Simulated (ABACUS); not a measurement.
Crystal: PbO2.

```
Pb O
1.0
    -2.70199    0.00000    2.70199
     0.00000    2.70199    2.70199
    -2.70199    2.70199    0.00000
Pb O
1 2
Direct
  0.00000 0.00000 0.00000
  0.25000 0.25000 0.25000
  0.75000 0.75000 0.75000
```

The cell comes from a database or a generator and needn't be the stable form of this composition.

Base run:

| Quantity | Value |
| --- | --- |
| Program | ABACUS 3.10.1 |
| Functional | PBE |
| Potentials or basis | PseudoDojo NC SR 0.4.1 PBE standard |
| Cutoff | 1143 eV |
| Density cutoff | 4572 eV |
| Basis | plane waves |
| k mesh | 6 × 6 × 6 |
| Occupations | fermi-dirac, width 0.05 eV |
| Spin | no spin polarisation |

Its results: band gap on the k mesh none (metal or under the smearing width); pressure 0.8 GPa.

The run is repeated on the same cell with these changes: cutoff from 1143 eV to 1361 eV; density cutoff from 4572 eV to 5442 eV; basis from plane waves to TZDP LCAO (the cutoffs set its grid). What comes out?

Band gap on the k mesh none (metal or under the smearing width); pressure 1.6 GPa.

Caveats: the atomic orbitals were generated for these runs and aren't a published set (some runs); the basis of atomic orbitals isn't converged, which shifts pressures, moduli and gaps (some runs).
